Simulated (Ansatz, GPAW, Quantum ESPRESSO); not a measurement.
**WC: 5 runs at one level of theory**

```
CELL_PARAMETERS angstrom
2.90650 0.00000 0.00000
-1.45325 2.51710 0.00000
0.00000 0.00000 2.83660
ATOMIC_POSITIONS crystal
W 0.00000 0.00000 0.00000
C 0.66667 0.33333 0.50000
```

Alike in all runs: task band structure; functional LDA; k mesh 10 × 10 × 9; occupations fermi-dirac, width 0.05 eV; no spin polarisation; no spin-orbit coupling. LDA stands for any of its common fits. Pressure is positive in compression and, in plane waves, holds the error of the finite cutoff, which Ansatz's Pulay term estimates and takes out.

```
                                                    program and potentials  plane-wave cutoff (eV)                                                                                   notes  pressure (GPa)
                                                        Ansatz, Ansatz PAW                     420  potentials made for PBE, which Ansatz adapts in part; Pulay term of +0.34 GPa included           -9.80
                                            Quantum ESPRESSO, GBRV 1.5 LDA                     762                                                                                       -           -8.66
                            Ansatz, all-electron LAPW, scalar-relativistic                       -                                                                                       -           -9.75
                        Quantum ESPRESSO, PseudoDojo 0.4.1 SR LDA standard                    1116                                                                                       -          -10.53
GPAW, the program's PAW data sets (release 1.2.1) made for this functional                     800                                                                                       -          -11.56
```

The pressure spans -11.56 (GPAW, the program's PAW data sets (release 1.2.1) made for this functional) to -8.66 GPa (Quantum ESPRESSO, GBRV 1.5 LDA), with all-electron results at -9.75.

The functional is the same throughout but for its coding, so the spread measures potentials, basis and numerics; runs on potential files found faulty are left out.

All five runs put the cell under tension, so LDA would contract it, and the scatter between potentials doesn't alter that sign. Since the cell lies close to the measured one for hexagonal WC, this is the familiar LDA overbinding. The size of the pressure owes much to the stiffness of the carbide: strong covalent W 5d–C 2p bonds, together with metallic W–W bonding, give it a very high bulk modulus, so even a slight mismatch in volume produces a pressure of several GPa. For the same reason, the differences between the programs probably correspond to only small shifts in the equilibrium lattice constants.

Ansatz PAW at -9.80 GPa nearly matches the all-electron value of -9.75 GPa, but agreement at one volume may include cancelling errors and doesn't establish equal accuracy for the equation of state. The GBRV and GPAW results depart from the all-electron value in opposite directions, perhaps through differences in the tungsten potentials. A single pressure also leaves open whether the contraction would change the axial ratio.
